A change of one per cent in the volume of stishovite, the dense silica in which each silicon atom has six oxygen neighbours, moves its calculated band gap by almost 0.2 eV. The gap is the energy between the highest filled and the lowest empty electron state. When a cell is scaled evenly, its volume and all its bonds change together, so the gap could be following either of them. A cell stretched in some directions only can tell them apart. What, then, is the gap of a cell stretched in two directions, and what is it after a larger but even expansion?

Stishovite (SiO₂, P4₂/mnm) computed with Ansatz 0.2.0: all-electron LAPW, PBEsol functional, scalar-relativistic, no spin polarization, 6×6×9 k mesh, Fermi-Dirac smearing of 0.03 eV, basis error target 1 meV/atom. Relative atomic positions are fixed, and the band gap is taken on the k mesh. A question mark stands for a withheld value.

```tsv
volume (Å³/atom)	c/a	shortest distance (Å)	band gap (eV)	smallest direct gap on path (eV)
7.303	0.6382	1.721	6.724	6.724
7.458	0.6382	1.733	6.329	6.329
7.614	0.6382	1.745	5.950	5.950
7.691	0.6382	1.751	5.767	5.767
7.769	0.6382	1.756	5.587	5.587
7.847	0.6382	1.762	5.411	5.411
7.925	0.6382	1.768	5.238	5.238
7.925	0.6319	1.764	5.275	5.275
8.083	0.6257	1.771	?	?
8.235	0.6382	1.791	?	?
```

Volume is given per atom, c/a is the height of the cell divided by the edge of its square base, and the shortest distance is that between silicon and oxygen. Seven of the known cells are scaled copies of one another, with the same c/a. In the eighth, both base edges are lengthened by 1 % and the height is kept. In all of them the atoms keep their relative positions in the cell and are not allowed to relax.

Along the seven scaled copies the gap falls at every step, by about 1.5 eV in total. A familiar picture says the opposite: squeezing a solid broadens its bands, and broader bands leave less room for a gap. The upper valence bands are indeed wider at 7.458 Å³/atom than at 7.614, by 0.12 eV, yet the gap is larger in the smaller cell. What matters is how far each edge of the gap moves, not how wide the bands behind it are.

Energies in a periodic crystal have no common zero from one volume to the next, but deep core levels can serve as a marker. Measured from the oxygen 1s level, the conduction edge accounts for about 94 % of the change of the gap between the smallest and the largest of the seven scaled cells. Measured from the silicon 2s level, the share is about 78 %. The core levels respond to their surroundings too, so the exact division has no absolute meaning. With either marker, the empty state does most of the moving.

Standard chemistry suggests why. The lowest empty state of such an oxide reaches well into the space between the atoms and is antibonding between silicon and oxygen. Squeezing it into less space raises its kinetic energy, and closer neighbours strengthen the antibonding push. The highest filled states are mainly oxygen 2p lone pairs, which take little part in the bonds and respond less. The calculation lists the energies of these states but not their make-up, so this assignment is argued rather than shown.

The same idea suggests why the fall of the gap slows as the cell grows. A state spread over the crystal still rises and falls within each cell. If that pattern simply scales with the cell, its kinetic energy varies as the inverse square of the cell's length, as it does for an electron confined in a box, so each further expansion releases a little less. In volume, the inverse square of a length becomes V^(−2/3), where V is the volume per atom. A gap that is linear in this quantity describes the scaled cells fairly well, although the calculated gap flattens somewhat more than this law does. The fitted line also needs a constant of −21.3 eV, which makes its inverse-square part several times larger than the gap, so that part should not be read as the real kinetic energy of the state. The law is a guide to the shape of the curve, not a proof of its cause.

For a forecast it is safer not to prescribe the power. With x = ln(V/7.769), which is nearly the fractional change of volume from the unscaled cell, a curve fitted to the seven scaled cells reads

gap = 5.587 − 17.76 x + 9.94 x² (in eV).

The first coefficient gives the gap of the unscaled cell. The second is what specialists call a deformation potential, the rate at which the gap responds to strain; it means about 0.18 eV for each per cent of volume. The third describes the gentle flattening. The curve follows its own seven cells to about a thousandth of an eV, but both withheld cells lie beyond the largest of them.

The stretched cell with c/a of 0.6319 shows that volume alone is not enough. It has the same volume as the largest of the seven scaled cells, but its gap is 0.037 eV larger. The shortest bond alone does worse. If the gap is made linear in the inverse square of that distance, using the scaled cells, the prediction for this stretched cell is 0.079 eV too high.

The structure of stishovite explains the failure of the bond rule. The six oxygen neighbours of a silicon atom are not all equally far away: four Si–O bonds are shorter and two are longer. The two longer bonds lie in the plane of the base and take up the full stretch. The four shorter ones run partly along the height, which is kept, so they lengthen less. A rule based on the shortest distance therefore sees too little of the expansion. This counts against the shortest bond, not against bond lengths in general: an average over all six would be expected to do better.

A second term is needed, for the change of shape. The simplest choice makes it proportional to the change of ln(c/a). There is a physical reason to trust this for small strains: in the stretched cell both edges of the gap are single levels at the centre of the Brillouin zone, and the next level at that same point is more than 0.8 eV away from either edge. No other level at that point is then close enough to cross or to mix strongly with them. The size of the term, however, comes from one cell, and the known rows offer no test of it.

The withheld cell at 8.083 Å³/atom has its base edges lengthened by 2 %, and its estimate can be worked out by hand. Here x = ln(8.083/7.769) = 0.03962, so the linear term lowers the gap by 0.704 eV and the quadratic term returns 0.016 eV. That leaves 5.587 − 0.704 + 0.016 = 4.899 eV from volume alone. Its c/a has changed twice as much as in the known stretched cell, so the shape term is twice 0.037, or 0.074 eV.

The forecast for this cell is therefore about 4.97 eV, with a range of 4.94 to 5.00. It should lie above the estimate from volume alone and below the 5.14 eV that the shortest bond would give. The range is a judged allowance, mainly for a shape term that rests on a single row.

The cell at 8.235 Å³/atom is another scaled copy and needs no shape term. It should have the smallest gap of all, about 4.58 eV, with a range of 4.56 to 4.60. The fitted curve itself gives 4.586 eV and the confinement law 4.564 eV, and the forecast is set between them. The range is again a judgement, and it covers both ways of extending the trend.

The withheld rows as computed:

```tsv
volume (Å³/atom)	c/a	shortest distance (Å)	band gap (eV)	smallest direct gap on path (eV)
8.083	0.6257	1.771	4.970	4.970
8.235	0.6382	1.791	4.581	4.581
```

Both computed gaps fall inside their ranges. For the cell stretched in its base, the model gives 4.973 eV against a computed 4.970 eV, a miss of 0.003 eV. The more telling comparison is with the simpler rules: volume alone is 0.071 eV too low, and the shortest bond alone is 0.17 eV too high. Both errors have about doubled from the 1 % to the 2 % stretch, as they should if the response to shape is linear.

That is the real gain from this row, because the shape term had been set by one cell and has now met a second. It is still only one test, for one kind of strain. A cell stretched along its height would probe the same term with the opposite sign, and the table has none.

The evenly expanded cell has the smallest gap, as forecast. The curve is too high by 0.005 eV and the confinement law too low by 0.017 eV. The curve extends the trend better, but both values lie within the stated range, so this hit does not prove a particular form. It shows that the flattening seen in the smaller cells continues smoothly to this volume.

The curve should not be carried as freely the other way, to cells smaller than those in the table. At the centre of the Brillouin zone the two lowest empty levels are 0.65 eV apart in the cell at 7.614 Å³/atom, but only 0.34 eV apart at 7.458. At that rate they should nearly meet in the smallest cell of the table. With further squeezing a different empty state is expected to become the lowest, and the gap would then follow a new slope.

For a first estimate in this crystal, the change of volume comes first and the change of shape second. Stretching both base edges by 1 % raises the volume by about 2 %, which lowers the gap by roughly 0.35 eV; the change of shape gives back about a tenth of that. Someone who knows only a bond length should first ask which bond it is and whether the others have changed in proportion.

These numbers describe cells with frozen relative positions. In a real crystal under load the oxygen atoms would shift and c/a would adjust, which may alter the slope and the shape term. The density functional used here also usually makes the gaps of insulators too small, so the changes of the gap are a better guide than its absolute size. The fits and the comparisons for both cells are in the printed output below.

Printed output of the fit:

```
fit of band_gap on 7 rows (iso): constant 5.587 +/- 0.00025, coefficient of x -17.76 +/- 0.015, coefficient of x**2 9.944 +/- 0.31; rms 0.000405, worst 7.614 -0.00081, leave-one-out rms 0.000684
  rows outside the fit (model, value, miss): 7.925 5.238, 5.275, -0.037; 8.083 4.899, 4.97, -0.0709; 8.235 4.586, 4.581, 0.00535
fit of band_gap on 7 rows (iso): constant -21.3 +/- 0.064, coefficient of vol**(-2/3) 105.5 +/- 0.25; rms 0.00254, worst 7.303 -0.00361, leave-one-out rms 0.00451
  rows outside the fit (model, value, miss): 7.925 5.234, 5.275, -0.0406; 8.083 4.888, 4.97, -0.0825; 8.235 4.564, 4.581, -0.0167
fit of band_gap on 7 rows (iso): constant -21.72 +/- 0.18, coefficient of d_min**(-2) 84.25 +/- 0.56; rms 0.00726, worst 7.769 0.014, leave-one-out rms 0.00924
  rows outside the fit (model, value, miss): 7.925 5.354, 5.275, 0.0787; 8.083 5.14, 4.97, 0.17; 8.235 4.544, 4.581, -0.0375
Fall of gap from smallest to largest known scaled cell (eV): 1.486
Slope of gap with ln V between the two smallest cells (eV): -18.81
Slope of gap with ln V between the two largest known scaled cells (eV): -17.49
Gap of the 1 % strained cell above the volume-only curve (eV): 0.03695
Share of gap change from conduction edge, measured from O 1s (%): 93.81
Share of gap change from conduction edge, measured from Si 2s (%): 77.57
Upper valence group wider at 7.458 than at 7.614 by (eV): 0.1233
Distance from valence top to next level below at Gamma, strained cell (eV): 0.8733
Distance from conduction edge to next level above at Gamma, strained cell (eV): 1.324
Curved fit less kinetic law in the withheld cells 8.083 and 8.235 (eV): 0.01161, 0.02208
Forecast gap of the withheld cells 8.083 and 8.235 (eV): 4.973, 4.586
Judged error bar of these forecasts (eV): 0.03, 0.02
Computed gap of these cells (eV): 4.97, 4.581
Forecast less computed gap (eV): 0.002795, 0.005351
```
